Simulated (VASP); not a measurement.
# AlN in VASP: notebook, part 2 of 2

VASP 6.6.1. The steps go on from the part before.

### Step 3. Work function, PBEsol

INCAR reads:

```
SYSTEM = AlN
ALGO     = Normal         ! electronic algorithm
DIPOL    = 0.5 0.5 0.500
EDIFF    = 1E-7           ! SCF threshold, eV
ENCUT    = 520            ! plane-wave cutoff, eV
GGA      = PS             ! functional
IDIPOL   = 3            
ISIF     = 2              ! what is computed and relaxed
ISMEAR   = 0              ! smearing method
KPAR     = 4            
LASPH    = .TRUE.         ! aspherical terms in the spheres
LCHARG   = .TRUE.         ! write CHGCAR
LDIPOL   = .TRUE.       
LREAL    = .FALSE.        ! projectors in reciprocal space
LVACPOTAV= .TRUE.       
LVHAR    = .TRUE.       
LWAVE    = .FALSE.        ! write WAVECAR
NELM     = 60             ! most SCF steps
PREC     = Accurate       ! precision mode
SIGMA    = 0.05           ! smearing width, eV
```

KPOINTS reads:

```
k-points
0
G
  4 4 1
  0 0 0
```

POSCAR reads:

```
AlN                                     
1.0
    3.1130000000      0.0000000000      0.0000000000
    0.0000000000      4.9810000000      0.0000000000
    0.0000000000      0.0000000000     30.3783311040
  Al              N             
    12    12
Direct
     0.0000000001000018    0.0241841539841541    0.2717708226432554
     0.5000000000000000    0.4920865192659967    0.2901991326717219
     0.5000000001000018    0.0006702511693061    0.3533034615497237
     0.0000000000000000    0.4959545421324046    0.3811552396782549
     0.0000000001000018    0.9985080641236201    0.4410425174252949
     0.5000000000000000    0.4978607910880594    0.4702735415045645
     0.5000000001000018    0.9978607910880595    0.5297264584954356
     0.0000000000000000    0.4985080641236198    0.5589574825747050
     0.0000000001000018    0.9959545421324048    0.6188447603217452
     0.5000000000000000    0.5006702511693060    0.6466965384502762
     0.5000000001000018    0.9920865192659968    0.7098008673282781
     0.0000000000000000    0.5241841539841540    0.7282291773567446
     0.0000000001000018    0.3766928848268114    0.2645350398442934
     0.5000000000000000    0.8741015349600639    0.2927302216375791
     0.5000000001000018    0.3803930202105045    0.3520621589388890
     0.0000000000000000    0.8792780437855467    0.3816744624224374
     0.0000000001000018    0.3801803686583682    0.4407871156714511
     0.5000000000000000    0.8800898257951798    0.4704315199025136
     0.5000000001000018    0.3800898257951801    0.5295684800974864
     0.0000000000000000    0.8801803686583680    0.5592128843285489
     0.0000000001000018    0.3792780437855467    0.6183255375775627
     0.5000000000000000    0.8803930202105044    0.6479378410611112
     0.5000000001000018    0.3741015349600639    0.7072697783624209
     0.0000000000000000    0.8766928848268115    0.7354649601557066
```

Potentials or basis: VASP PAW PBE potentials, release 64 (Al, N).

Started as:

```console
$ cat potpaw_PBE.64/Al/POTCAR potpaw_PBE.64/N/POTCAR > POTCAR
$ mpirun -np 8 vasp_std > vasp.out
```

OUTCAR:

```text
SYSTEM = AlN
   EDIFF = 1E-7
   ENCUT = 520
   GGA = PS
   ISIF = 2
   ISMEAR = 0
   LASPH = .TRUE.
   LREAL = .FALSE.
   NELM = 60
   PREC = Accurate

 ion  position               nearest neighbor table
   1  0.000  0.024  0.272-  13 1.77  14 1.84  14 1.84   2 2.86   2 2.86   3 2.93   3 2.93   2 3.12
                             2 3.12
   2  0.500  0.492  0.290-  13 1.83  13 1.83  14 1.90  15 1.96   1 2.86   1 2.86   3 3.11   1 3.12
                             1 3.12   4 3.17   4 3.17   3 3.18
   3  0.500  0.001  0.353-  16 1.88  16 1.88  15 1.89  14 1.95   1 2.93   1 2.93   4 3.04   4 3.04
                             4 3.08   4 3.08   5 3.09   5 3.09   2 3.11   2 3.18
[... 835 lines left out ...]
  external PRESSURE =       8.0791728 kB  Pullay stress =       0.0000000 kB

 VOLUME and BASIS-vectors are now :
 -----------------------------------------------------------------------------
  energy-cutoff  :      520.00
  volume of cell :      471.04
      direct lattice vectors                 reciprocal lattice vectors
     3.113000000  0.000000000  0.000000000     0.321233537  0.000000000  0.000000000
     0.000000000  4.981000000  0.000000000     0.000000000  0.200762899  0.000000000
     0.000000000  0.000000000 30.378331104     0.000000000  0.000000000  0.032918201

 POSITION                                       TOTAL-FORCE (eV/Angst)
 -----------------------------------------------------------------------------------
      0.00000      0.12046      8.25594         0.000000     -0.015139      0.007391
      1.55650      2.45108      8.81577         0.000000     -0.002432     -0.004910
      1.55650      0.00334     10.73277         0.000000     -0.006259      0.008721
      0.00000      2.47035     11.57886         0.000000     -0.004693     -0.014976
      0.00000      4.97357     13.39814         0.000000     -0.002895      0.009901
      1.55650      2.47984     14.28613         0.000000     -0.008260     -0.007518
[... 16 lines left out ...]
      1.55650      1.86340     21.48568         0.000000      0.012063      0.006208
      0.00000      4.36681     22.34220         0.000000      0.003378     -0.019675
 -----------------------------------------------------------------------------------
    total drift:                               -0.000001     -0.001623     -0.000002

  FREE ENERGIE OF THE ION-ELECTRON SYSTEM (eV)
  ---------------------------------------------------
  free  energy   TOTEN  =      -183.2943907646 eV

  energy  without entropy=     -183.2943907646  energy(sigma->0) =     -183.29439076

 vacuum level on the upper side and lower side of the slab         6.438         6.438
```

stdout:

```text
POSCAR found type information on POSCAR AlN
 POSCAR found :  2 types and      24 ions
 scaLAPACK will be used
 -----------------------------------------------------------------------------
|                                                                             |
[... 53 lines left out ...]
|     field-free region was found. Please increase the size of  your cell     |
|     in the dimension of the dipole correction to obtain accurate            |
|     workfunction values.                                                    |
|                                                                             |
 -----------------------------------------------------------------------------
```

Run time: 1.9 min. Hardware: 8 MPI ranks of Intel Xeon 6975P-C (Granite Rapids), shared host; peak memory 0.42 GiB.

What came out:

- Free energy: -183.2944 eV
- Largest force: 0.020 eV/Å
- Band gap on the k mesh: 2.78 eV, indirect (least direct gap 2.89 eV)
- Ionisation potential of the upper face: 5.72 eV

Forces in eV/Å, atoms in the order of the input:
```
Al   0.000 -0.015  0.007
Al   0.000 -0.002 -0.005
Al   0.000 -0.006  0.009
Al   0.000 -0.005 -0.015
Al   0.000 -0.003  0.010
Al   0.000 -0.008 -0.008
Al   0.000 -0.008  0.008
Al   0.000 -0.003 -0.010
Al   0.000 -0.005  0.015
Al   0.000 -0.006 -0.009
Al   0.000 -0.002  0.005
Al   0.000 -0.015 -0.007
N    0.000  0.003  0.020
N    0.000  0.012 -0.006
N    0.000  0.006  0.007
N    0.000  0.007 -0.006
N    0.000  0.007  0.012
N    0.000  0.004 -0.012
N    0.000  0.004  0.012
N    0.000  0.007 -0.012
N    0.000  0.007  0.006
N    0.000  0.006 -0.007
N    0.000  0.012  0.006
N    0.000  0.003 -0.020
```

Levels at points of the mesh, in eV from the valence-band top:
| k point | band 44 | band 45 | band 46 | band 47 | band 48 | band 49 | band 50 | band 51 | band 52 | band 53 |
| --- | --- | --- | --- | --- | --- | --- | --- | --- | --- | --- |
| (0.00, 0.00, 0.00) | -0.39 | -0.30 | -0.30 | -0.14 | -0.12 | 2.78 | 2.87 | 4.40 | 5.18 | 5.34 |
| (0.50, 0.00, 0.00) | -1.32 | -1.30 | -1.05 | -0.18 | -0.18 | 4.09 | 4.10 | 5.25 | 5.29 | 5.31 |
| (0.00, 0.50, 0.00) | -1.00 | -0.48 | -0.48 | -0.17 | -0.17 | 3.41 | 3.41 | 4.92 | 4.92 | 5.35 |
| (0.50, 0.50, 0.00) | -1.30 | -1.13 | -1.13 | 0.00 | 0.00 | 3.92 | 3.92 | 5.02 | 5.02 | 5.16 |

Caveat: the k mesh is coarse (spacing up to 0.50 Å⁻¹), so the values aren't converged; the PAW data sets were made with another functional, which shifts forces and pressure a little.

### Step 4. Work function, PBEsol

INCAR, as its differences from that of step 3:

```diff
@@ -4,3 +4,3 @@
 EDIFF    = 1E-7           ! SCF threshold, eV
-ENCUT    = 520            ! plane-wave cutoff, eV
+ENCUT    = 250            ! plane-wave cutoff, eV
 GGA      = PS             ! functional
@@ -9,3 +9,3 @@
 ISMEAR   = 0              ! smearing method
-KPAR     = 4            
+KPAR     = 8            
 LASPH    = .TRUE.         ! aspherical terms in the spheres
```

KPOINTS reads:

```
k-points
0
G
  8 6 1
  0 0 0
```

POSCAR is that of step 3.

Potentials or basis: VASP PAW PBE potentials, release 64 (Al, N).

Started as:

```console
$ cat potpaw_PBE.64/Al/POTCAR potpaw_PBE.64/N/POTCAR > POTCAR
$ mpirun -np 8 vasp_std > vasp.out
```

OUTCAR:

```text
SYSTEM = AlN
   EDIFF = 1E-7
   ENCUT = 250
   GGA = PS
   ISIF = 2
   ISMEAR = 0
   LASPH = .TRUE.
   LREAL = .FALSE.
   NELM = 60
   PREC = Accurate

 ion  position               nearest neighbor table
   1  0.000  0.024  0.272-  13 1.77  14 1.84  14 1.84   2 2.86   2 2.86   3 2.93   3 2.93   2 3.12
                             2 3.12
   2  0.500  0.492  0.290-  13 1.83  13 1.83  14 1.90  15 1.96   1 2.86   1 2.86   3 3.11   1 3.12
                             1 3.12   4 3.17   4 3.17   3 3.18
   3  0.500  0.001  0.353-  16 1.88  16 1.88  15 1.89  14 1.95   1 2.93   1 2.93   4 3.04   4 3.04
                             4 3.08   4 3.08   5 3.09   5 3.09   2 3.11   2 3.18
   4  0.000  0.496  0.381-  15 1.88  15 1.88  17 1.90  16 1.91   3 3.04   3 3.04   5 3.07   3 3.08
                             3 3.08   5 3.09   6 3.12   6 3.12   2 3.17   2 3.17
   5  0.000  0.999  0.441-  18 1.89  18 1.89  16 1.90  17 1.90   6 3.07   6 3.07   6 3.07   6 3.07
                             4 3.07   3 3.09   3 3.09   4 3.09   7 3.11   7 3.11
   6  0.500  0.498  0.470-  17 1.89  17 1.89  19 1.89  18 1.90   5 3.07   5 3.07   5 3.07   5 3.07
                             7 3.08   7 3.08   8 3.11   8 3.11   4 3.12   4 3.12
[... 270 lines left out ...]
      6     -13.2114      2.00000
[... 1249 lines left out ...]
     59       6.9296      0.00000
     60       6.9296      0.00000
 [bands above 60 left out]

------------------------ aborting loop because EDIFF is reached ----------------------------------------

  FORCE on cell =-STRESS in cart. coord.  units (eV):
  Direction    XX          YY          ZZ          XY          YZ          ZX
  --------------------------------------------------------------------------------------
  -------------------------------------------------------------------------------------
  Total      -57.7650461    -61.1052949    -64.3732982      0.0000000      0.0000000      0.0000000
  in kB     -196.4789973   -207.8403442   -218.9559591      0.0000000      0.0000000      0.0000000
  external PRESSURE =    -207.7584335 kB  Pullay stress =       0.0000000 kB

 VOLUME and BASIS-vectors are now :
 -----------------------------------------------------------------------------
  energy-cutoff  :      250.00
  volume of cell :      471.04
      direct lattice vectors                 reciprocal lattice vectors
     3.113000000  0.000000000  0.000000000     0.321233537  0.000000000  0.000000000
     0.000000000  4.981000000  0.000000000     0.000000000  0.200762899  0.000000000
     0.000000000  0.000000000 30.378331104     0.000000000  0.000000000  0.032918201

 POSITION                                       TOTAL-FORCE (eV/Angst)
 -----------------------------------------------------------------------------------
      0.00000      0.12046      8.25594         0.000000     -0.063737     -0.040439
      1.55650      2.45108      8.81577         0.000000      0.005858      0.048574
      1.55650      0.00334     10.73277         0.000000      0.015950     -0.015758
      0.00000      2.47035     11.57886         0.000000      0.004747      0.002577
      0.00000      4.97357     13.39814         0.000000      0.013803     -0.001854
      1.55650      2.47984     14.28613         0.000000      0.004179      0.001708
[... 16 lines left out ...]
      1.55650      1.86340     21.48568         0.000000     -0.077012      0.004222
      0.00000      4.36681     22.34220         0.000000      0.101256      0.063644
 -----------------------------------------------------------------------------------
    total drift:                               -0.000001      0.002117      0.000026

  FREE ENERGIE OF THE ION-ELECTRON SYSTEM (eV)
  ---------------------------------------------------
  free  energy   TOTEN  =      -183.1171055837 eV

  energy  without entropy=     -183.1171055837  energy(sigma->0) =     -183.11710558

 vacuum level on the upper side and lower side of the slab         6.495         6.495
```

OSZICAR:

```text
N       E                     dE             d eps       ncg     rms          rms(c)
DAV:   1     0.437096839028E+03    0.43710E+03   -0.28967E+04  2696   0.745E+02
DAV:   2    -0.140130384338E+03   -0.57723E+03   -0.55535E+03  3268   0.237E+02
DAV:   3    -0.203955441634E+03   -0.63825E+02   -0.63267E+02  2856   0.855E+01
[... 20 lines left out ...]
DAV:  24    -0.183117098408E+03   -0.11766E-04   -0.19763E-06  3251   0.618E-03    0.146E-03
DAV:  25    -0.183117104359E+03   -0.59508E-05   -0.78803E-07  2772   0.332E-03    0.101E-03
DAV:  26    -0.183117105339E+03   -0.98045E-06   -0.38354E-08  1880   0.903E-04    0.935E-04
DAV:  27    -0.183117105532E+03   -0.19303E-06   -0.29602E-08  1727   0.820E-04    0.437E-04
DAV:  28    -0.183117105584E+03   -0.51548E-07   -0.54223E-08  1689   0.100E-03
   1 F= -.18311711E+03 E0= -.18311711E+03  d E =-.160581E-15
```

stdout:

```text
POSCAR found type information on POSCAR AlN
 POSCAR found :  2 types and      24 ions
 scaLAPACK will be used
 -----------------------------------------------------------------------------
|                                                                             |
[... 53 lines left out ...]
|     field-free region was found. Please increase the size of  your cell     |
|     in the dimension of the dipole correction to obtain accurate            |
|     workfunction values.                                                    |
|                                                                             |
 -----------------------------------------------------------------------------
```

Wall time 50 s (8 MPI ranks of Intel Xeon 6975P-C (Granite Rapids), shared host); peak memory 0.36 GiB.

The run converged, but a check on its numbers failed (symmetry, net force, bounds or a known fault of this set-up), so they aren't taken as properties of the slab.

Caveat: the cutoff lies under the usual one of these potentials, so the numbers hold a large basis-set error; the PAW data sets were made with another functional, which shifts forces and pressure a little.
